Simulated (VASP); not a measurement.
Here is a VASP 6.6.1 calculation.

The input INCAR:

```
SYSTEM = HCl
PREC = Accurate
ENCUT = 520
EDIFF = 1E-7
ISMEAR = -1
SIGMA = 0.02
LREAL = Auto
LASPH = .True.
NELM = 100
ALGO = Normal
ISIF = 2
LWAVE = .False.
LCHARG = .False.
GGA = PE
IVDW = 12
NBANDS = 46
```

KPOINTS

```
Automatic mesh
0
Gamma
  1 1 1
  0 0 0
```

POSCAR

```
HCl
1.0
    6.8852020000      0.0000000000      0.0000000000
    0.0000000000      6.8852020000      0.0000000000
    0.0000000000      0.0000000000      6.8852020000
Cl H
8 8
Direct
    0.6793990939      0.7670217954      0.2025067674
    0.0695113956      0.4986927036      1.0637160682
    0.0390257250     -0.0328094949      0.8752248663
    0.4919971847      1.0327075371      0.6164234542
    0.2346772106      0.6505691482      0.4882064462
    0.7697087173      0.5564397384      0.7252510529
    0.9657959200      0.1375994488      0.3711437951
    0.5233252416      0.2856270593      0.1452535452
    0.8269328917      0.8565471282      0.1075930670
    0.1651077194      0.3584644285      1.1509756722
    0.1796461455      0.0201737001      0.7470369061
    0.4874366794      0.8650145631      0.5380670022
    0.1390227912      0.6111367539      0.3265554155
    0.6395309825      0.6733135789      0.7836661873
    0.7951255461      0.1851071327      0.3082407749
    0.6134605782      0.4071630723      0.0278423204
```

Potentials or basis: VASP PAW PBE potentials, release 64 (Cl, H).

Launch:

```console
$ cat potpaw_PBE.64/Cl/POTCAR potpaw_PBE.64/H/POTCAR > POTCAR
$ mpirun -np 1 vasp_gam > vasp.out
```

Question: Estimate the band gap on the k mesh.

Answer: 5.10 eV, direct.

Question: Predict the largest force.

Answer: 1.662 eV/Å.

Question: What does it give for the dispersion energy per atom?

Answer: -0.081 eV.

Forces on the atoms (eV/Å):
```
Cl   1.033  0.675 -0.860
Cl   0.512 -0.452  0.098
Cl   1.066  0.557 -0.964
Cl   0.107  0.810  0.472
Cl  -0.106 -0.167  0.073
Cl   0.014 -0.559 -0.338
Cl   0.186 -0.050  0.323
Cl   0.261  0.177 -0.399
H   -1.217 -0.688  0.899
H   -0.324  0.334 -0.326
H   -0.883 -0.472  0.934
H   -0.129 -0.456 -0.406
H    0.188  0.120  0.090
H   -0.365  0.439  0.180
H   -0.097  0.120 -0.064
H   -0.246 -0.389  0.288
```

Expect the measured gap to be larger: semilocal functionals such as PBE lack the derivative discontinuity.
